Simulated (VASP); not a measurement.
# I (P4/mmm) in VASP: reference runs

Reference runs on I: the cell as given.

Program: VASP 6.6.1. These are calculated values, not measurements. Logs are shortened: lines on timing, memory, paths and dates and some standing lists are left out, and cuts for length are marked.

## 1. The structure

It takes space group P4/mmm (No. 123, tetragonal). The conventional cell has a = 3.238 Å, b = 3.238 Å, c = 5.131 Å, α = 90.00°, β = 90.00°, γ = 90.00°. I (site symmetry 4/mmm) is surrounded by 4 I at 3.24 Å.

The cell was built by a generator and needn't be a form met in nature.

## 2. Single point, PBE

INCAR

```
SYSTEM = I
PREC = Accurate
ENCUT = 520
EDIFF = 1E-7
ISMEAR = -1
SIGMA = 0.05
LREAL = .FALSE.
LASPH = .TRUE.
NELM = 60
ALGO = Normal
ISIF = 2
LWAVE = .FALSE.
LCHARG = .TRUE.
GGA = PE
LELF = .TRUE.
LVHAR = .TRUE.
NBANDS = 10
```

KPOINTS

```
regular mesh
0
G
  8 8 5
  0 0 0
```

POSCAR

```
I
1.0
    3.2379500000      0.0000000000      0.0000000000
    0.0000000000      3.2379500000      0.0000000000
    0.0000000000      0.0000000000      5.1311800000
I
1
Direct
    0.5000000000      0.5000000000      0.0000000000
```

Potentials or basis: VASP PAW PBE potentials, release 64 (I).

Run with:

```sh
$ cat potpaw_PBE.64/I/POTCAR > POTCAR
$ mpirun -np 1 vasp_std > vasp.out
```

OUTCAR:

```text
SYSTEM = I
   PREC = Accurate
   ENCUT = 520
   EDIFF = 1E-7
   ISMEAR = -1
   LREAL = .FALSE.
   LASPH = .TRUE.
   NELM = 60
   ISIF = 2
   GGA = PE

 ion  position               nearest neighbor table
   1  0.500  0.500  0.000-

  LATTYP: Found a simple tetragonal cell.
 ALAT       =     3.2379500000
 C/A-ratio  =     1.5847001961

  Lattice vectors:

 A1 = (   3.2379500000,   0.0000000000,   0.0000000000)
 A2 = (   0.0000000000,   3.2379500000,   0.0000000000)
 A3 = (   0.0000000000,   0.0000000000,   5.1311800000)

Analysis of symmetry for initial positions (statically):
=====================================================================
 Subroutine PRICEL returns:
 Original cell was already a primitive cell.

 Routine SETGRP: Setting up the symmetry group for a
 simple tetragonal supercell.

 Subroutine GETGRP returns: Found 16 space group operations
 (whereof 16 operations were pure point group operations)
 out of a pool of 16 trial point group operations.

The static configuration has the point symmetry D_4h.

Analysis of symmetry for dynamics (positions and initial velocities):
=====================================================================
 Subroutine PRICEL returns:
 Original cell was already a primitive cell.

 Routine SETGRP: Setting up the symmetry group for a
 simple tetragonal supercell.

 Subroutine GETGRP returns: Found 16 space group operations
 (whereof 16 operations were pure point group operations)
 out of a pool of 16 trial point group operations.

The dynamic configuration has the point symmetry D_4h.

 Subroutine INISYM returns: Found 16 space group operations
 (whereof 16 operations are pure point group operations),
 and found     1 'primitive' translations

----------------------------------------------------------------------------------------

                                     Primitive cell

  volume of cell :      53.7969

  direct lattice vectors                    reciprocal lattice vectors
     3.237950000  0.000000000  0.000000000     0.308837382  0.000000000  0.000000000
     0.000000000  3.237950000  0.000000000     0.000000000  0.308837382  0.000000000
     0.000000000  0.000000000  5.131180000     0.000000000  0.000000000  0.194886946

  length of vectors
     3.237950000  3.237950000  5.131180000     0.308837382  0.308837382  0.194886946

  position of ions in fractional coordinates (direct lattice)
     0.500000000  0.500000000  0.000000000

  ion indices of the primitive-cell ions
   primitive index   ion index
                 1           1

----------------------------------------------------------------------------------------

 KPOINTS: regular mesh

Automatic generation of k-mesh.
 Grid dimensions read from file:
 generate k-points for:    8    8    5

 Generating k-lattice:

  Cartesian coordinates                     Fractional coordinates (reciprocal lattice)
     0.038604673  0.000000000  0.000000000     0.125000000  0.000000000  0.000000000
     0.000000000  0.038604673  0.000000000     0.000000000  0.125000000  0.000000000
     0.000000000  0.000000000  0.038977389     0.000000000  0.000000000  0.200000000

  Length of vectors
     0.038604673  0.038604673  0.038977389

  Shift w.r.t. Gamma in fractional coordinates (k-lattice)
     0.000000000  0.000000000  0.000000000

 Subroutine IBZKPT returns following result:
 ===========================================

 Found     45 irreducible k-points:

 Following reciprocal coordinates:
            Coordinates               Weight
  0.000000  0.000000  0.000000      1.000000
  0.125000  0.000000  0.000000      4.000000
  0.250000  0.000000  0.000000      4.000000
  0.375000  0.000000  0.000000      4.000000
  0.500000  0.000000  0.000000      2.000000
  0.125000  0.125000  0.000000      4.000000
[... 16 lines left out ...]
  0.375000  0.125000  0.200000     16.000000
  0.500000  0.125000  0.200000      8.000000
 [... further k-points ...]
   k-points           NKPTS =     45   k-points in BZ     NKDIM =     45   number of bands    NBANDS=     10
   number of dos      NEDOS =    301   number of ions     NIONS =      1
   total plane-waves  NPLWV =  23040
   dimension x,y,z NGX =    24 NGY =   24 NGZ =   40
   dimension x,y,z NGXF=    48 NGYF=   48 NGZF=   80
   ions per type =               1
   NGX,Y,Z   is equivalent  to a cutoff of  12.32, 12.32, 12.96 a.u.
   NGXF,Y,Z  is equivalent  to a cutoff of  24.64, 24.64, 25.92 a.u.
 SYSTEM =  I
   PREC   = accura    normal or accurate (medium, high low for compatibility)
   ISTART =      0    job   : 0-new  1-cont  2-samecut
   ICHARG =      2    charge: 1-file 2-atom 10-const
   ISPIN  =      1    spin polarized calculation?
   LNONCOLLINEAR =      F non collinear calculations
   LSORBIT =      F    spin-orbit coupling
   LASPH  =      T    aspherical Exc in radial PAW
   ENCUT  =  520.0 eV  38.22 Ry    6.18 a.u.   6.02  6.02  9.54*2*pi/ulx,y,z
   NELM   =     60;   NELMIN=  2; NELMDL= -5     # of ELM steps
   EDIFF  = 0.1E-06   stopping-criterion for ELM
   LREAL  =      F    real-space projection
   EDIFFG = 0.1E-05   stopping-criterion for IOM
   NSW    =      0    number of steps for IOM
   IBRION =     -1    ionic relax: 0-MD 1-quasi-New 2-CG
   NFREE  =      0    steps in history (QN), initial steepest desc. (CG)
   ISIF   =      2    stress and relaxation
   ISYM   =      2    0-nonsym 1-usesym 2-fastsym
   POTIM  = 0.5000    time-step for ionic-motion
   TEBEG  =    0.0;   TEEND  =   0.0 temperature during run
   PSTRESS=    0.0 pullay stress
   NELECT =       7.0000    total number of electrons
   NUPDOWN=      -1.0000    fix difference up-down
   EMIN   =  10.00;   EMAX   =-10.00  energy-range for DOS
   EFERMI =   0.00;   METHOD = LEGACY
   ISMEAR =    -1;   SIGMA  =   0.05  broadening in eV -4-tet -1-fermi 0-gaus
   EFERMI_NEDOS =   21; number of points for ismear=-14 and -15
   IALGO  =     38    algorithm
   IMIX   =      4    mixing-type and parameters
     AMIX     =   0.40;   BMIX     =  1.00
     AMIX_MAG =   1.60;   BMIX_MAG =  1.00
  volume/ion in A,a.u.               =      53.80       363.04
  Fermi-wavevector in a.u.,A,eV,Ry     =   0.829574  1.567667  9.363429  0.688193
  Thomas-Fermi vector in A             =   1.942144
   LORBIT       =      0    0 simple, 1 ext, 2 COOP (PROOUT), +10 PAW based schemes
   GGA     = PE    functional components
   LHFCALC =     F    Hartree Fock is set to
   AEXX    =    0.0000 exact exchange contribution
   IVDW    =     0    specifies the selected vdW correction
   LEPSILON=     F    determine dielectric tensor
   LRPA    =     F    only Hartree local field effects (RPA)
 non-spin polarized calculation
  energy-cutoff  :      520.00
  volume of cell :       53.80
 maximum number of plane-waves:      1474
   NGX = 13   NGY = 13   NGZ = 19

 number of electron       7.0000001 magnetization

 Free energy of the ion-electron system (eV)
  ---------------------------------------------------
  ext. energy  EPLUGINS =         0.00000000
  ---------------------------------------------------
  free energy    TOTEN  =        -1.38019512 eV

  energy without entropy =       -1.37145544  energy(sigma->0) =       -1.37582528

 E-fermi :   1.2240     XC(G=0):  -6.8158

 val. band max:        1.2196600364   @ k =   0.2500   0.1250   0.2000
 cond. band min:       1.2350501142   @ k =   0.2500   0.1250   0.4000
 fundamental gap:      0.0153900778
 Fermi energy:         1.2239811303

 k-point     1 :       0.0000    0.0000    0.0000
  band No.  band energies     occupation
      1     -12.4101      2.00000
      2      -1.5089      2.00000
      3       2.0289      0.00000
      4       2.0289      0.00000
      5       5.1615      0.00000
      6       8.4199      0.00000
      7       8.8988      0.00000
      8      13.9696      0.00000
      9      15.0998      0.00000
     10      15.0998      0.00000

 k-point     2 :       0.1250    0.0000    0.0000
  band No.  band energies     occupation
      1     -12.2614      2.00000
      2      -1.3622      2.00000
      3       0.7240      1.99991
      4       2.1515      0.00000
      5       5.3980      0.00000
      6       8.8017      0.00000
      7      10.3308      0.00000
      8      12.0136      0.00000
      9      15.2500      0.00000
     10      15.3207      0.00000

 k-point     3 :       0.2500    0.0000    0.0000
  band No.  band energies     occupation
      1     -11.8582      2.00000
      2      -1.4407      2.00000
      3      -0.9692      2.00000
      4       2.4701      0.00000
      5       6.0477      0.00000
      6       9.3196      0.00000
      7       9.7066      0.00000
      8      12.5061      0.00000
      9      14.5531      0.00000
     10      14.9054      0.00000

 k-point     4 :       0.3750    0.0000    0.0000
  band No.  band energies     occupation
      1     -11.3652      2.00000
      2      -3.1525      2.00000
      3      -0.4996      2.00000
      4       2.8288      0.00000
      5       7.0892      0.00000
      6       8.0431      0.00000
      7       9.9894      0.00000
      8      10.8139      0.00000
      9      13.4504      0.00000
     10      14.3379      0.00000
[... 222 lines left out ...]
 k-point    22 :       0.2500    0.1250    0.2000
  band No.  band energies     occupation
      1     -11.7023      2.00000
      2      -1.2887      2.00000
      3      -0.9869      2.00000
      4       1.2197      1.04318
      5       6.8599      0.00000
      6       9.5512      0.00000
      7      10.7537      0.00000
      8      12.3134      0.00000
      9      12.5848      0.00000
     10      13.9864      0.00000

 k-point    23 :       0.3750    0.1250    0.2000
  band No.  band energies     occupation
      1     -11.2096      2.00000
      2      -2.9961      2.00000
      3      -0.5000      2.00000
      4       1.6270      0.00063
      5       7.1897      0.00000
      6       8.5060      0.00000
      7      10.4011      0.00000
      8      12.0027      0.00000
      9      12.3260      0.00000
     10      13.2974      0.00000

 k-point    24 :       0.5000    0.1250    0.2000
  band No.  band energies     occupation
      1     -10.9649      2.00000
      2      -3.6631      2.00000
      3      -0.2606      2.00000
      4       1.8185      0.00001
      5       6.8461      0.00000
      6       8.9937      0.00000
      7       9.7989      0.00000
      8      11.3475      0.00000
      9      12.1899      0.00000
     10      13.7094      0.00000

 [... further k-points ...]

------------------------ aborting loop because EDIFF is reached ----------------------------------------

  FORCE on cell =-STRESS in cart. coord.  units (eV):
  Direction    XX          YY          ZZ          XY          YZ          ZX
  --------------------------------------------------------------------------------------
  -------------------------------------------------------------------------------------
  Total        0.0074577      0.0074577      0.0046782      0.0000000      0.0000000      0.0000000
  in kB        0.2221046      0.2221046      0.1393269      0.0000000      0.0000000      0.0000000
  external PRESSURE =       0.1945121 kB  Pullay stress =       0.0000000 kB

 VOLUME and BASIS-vectors are now :
 -----------------------------------------------------------------------------
  energy-cutoff  :      520.00
  volume of cell :       53.80
      direct lattice vectors                 reciprocal lattice vectors
     3.237950000  0.000000000  0.000000000     0.308837382  0.000000000  0.000000000
     0.000000000  3.237950000  0.000000000     0.000000000  0.308837382  0.000000000
     0.000000000  0.000000000  5.131180000     0.000000000  0.000000000  0.194886946

 POSITION                                       TOTAL-FORCE (eV/Angst)
 -----------------------------------------------------------------------------------
      1.61898      1.61898      0.00000         0.000000      0.000000      0.000000
 -----------------------------------------------------------------------------------
    total drift:                               -0.000000     -0.000000     -0.000000

  FREE ENERGIE OF THE ION-ELECTRON SYSTEM (eV)
  ---------------------------------------------------
  free  energy   TOTEN  =        -1.3801951178 eV

  energy  without entropy=       -1.3714554385  energy(sigma->0) =       -1.37582528
```

Wall time 17 s (1 thread of AMD EPYC 7R43 (Zen 3), shared host); peak memory 0.13 GiB.

Results:

| Item | Value |
| --- | --- |
| Free energy | -1.3802 eV |
| Pressure | 0.0 GPa |
| Band gap on the k mesh | none (metal or under the smearing width) |

Caveat: an odd number of electrons without spin polarisation forces a metal; a magnetic or distorted state may lie lower.
